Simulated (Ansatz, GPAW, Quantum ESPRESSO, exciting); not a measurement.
## One calculation of PbS, 8 ways

```xyz
2
Lattice="0.0000 2.9657 2.9657 2.9657 0.0000 2.9657 2.9657 2.9657 0.0000" Properties=species:S:1:pos:R:3 pbc="T T T"
Pb    0.0000    0.0000    0.0000
S     2.9657    2.9657    2.9657
```

Alike in all runs: task band structure; functional PBE; k mesh 8 × 8 × 8; occupations fermi-dirac, width 0.05 eV; no spin polarisation; no spin-orbit coupling. Pressure is positive in compression and, in plane waves, holds the error of the finite cutoff, which Ansatz's Pulay term estimates and takes out. Gaps are the smaller of the mesh's and the band path's.

| program and potentials | plane-wave cutoff (eV) | notes | band gap (eV) | pressure (GPa) |
| --- | --- | --- | --- | --- |
| Ansatz, Ansatz PAW | 420 | - | 0.36 | 2.22 |
| Ansatz, Ansatz NC with PseudoDojo standard (PBE files) | 850 | - | 0.36 | 2.24 |
| Ansatz, all-electron LAPW, scalar-relativistic | - | - | 0.36 | 2.23 |
| Ansatz, JTH PAW | 1800 | - | 0.36 | 2.28 |
| Ansatz, PseudoDojo standard (PBE files) | 850 | - | 0.36 | 2.12 |
| exciting, all-electron LAPW+lo, shipped species files, valence relativity iora* | - | - | 0.36 | - |
| Quantum ESPRESSO, PseudoDojo 0.4.1 SR PBE standard | 762 | - | ? | ? |
| GPAW, GPAW PAW data sets (gpaw-data 1.2.1) | 600 | - | 0.31 | 1.99 |

Task: Estimate from the other rows what the run with Quantum ESPRESSO, PseudoDojo 0.4.1 SR PBE standard gave.

Result: Band gap 0.37 eV; pressure 2.24 GPa. The other rows, which needn't bracket it: band gap 0.31 to 0.36; pressure 1.99 to 2.28.
